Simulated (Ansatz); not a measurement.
# InSb: the cost of one run

Program: Ansatz 0.2.0. Level of theory: DFT PBE+D3(BJ), scalar-relativistic, plane waves, PAW. These are calculated values, not measurements.

1 further run of the same task is left out (it didn't finish).

### Step 1. The structure to begin with

It takes space group Pm-3m (No. 221, cubic). The conventional cell has a = 3.808 Å, b = 3.808 Å, c = 3.808 Å, α = 90.00°, β = 90.00°, γ = 90.00°. In (site symmetry m-3m) is surrounded by 8 Sb at 3.30 Å. Sb (site symmetry m-3m) has 8 In at 3.30 Å as nearest neighbours.

As a file:

```cif
data_structure
_symmetry_space_group_name_H-M 'Pm-3m'
_symmetry_Int_Tables_number 221
_cell_length_a 3.8077
_cell_length_b 3.8077
_cell_length_c 3.8077
_cell_angle_alpha 90.000
_cell_angle_beta 90.000
_cell_angle_gamma 90.000
_cell_volume 55.20
loop_
_atom_site_label
_atom_site_type_symbol
_atom_site_symmetry_multiplicity
_atom_site_Wyckoff_symbol
_atom_site_fract_x
_atom_site_fract_y
_atom_site_fract_z
_atom_site_occupancy
In1 In 1 a 0.00000 0.00000 0.00000 1
Sb1 Sb 1 b 0.50000 0.50000 0.50000 1
```

The structure comes from the Materials Project (structure only).

### Step 2. Quick check of gap, pressure and forces

Contents of input.yaml:

```yaml
crystal:
  lattice:
    - [3.807652, 0.0, 0.0]
    - [0.0, 3.807652, 0.0]
    - [0.0, 0.0, 3.807652]
  atoms:
    - { symbol: In, position: [0.0, 0.0, 0.0] }
    - { symbol: Sb, position: [0.5, 0.5, 0.5] }
basis:
  ecutwfc: 420
kpoints:
  mp_grid: { grid: [6, 6, 6] }
hamiltonian:
  xc: pbe
  dispersion: d3bj
scf:
  occupations: { method: gaussian, width: 0.1 }
output:
  forces: true
  stress: true
  eigenvalues: true
```

The run is started by

```bash
ansatz run input.yaml --threads 1 --pin off --max-ram 2560MiB --backend cpu --events-out ev --progress --plain --runs-dir out
```

What time and memory should one allow on 1 thread of Intel Xeon at 2.70GHz, shared host?

About 2.5 s, with a peak of 0.34 GiB.
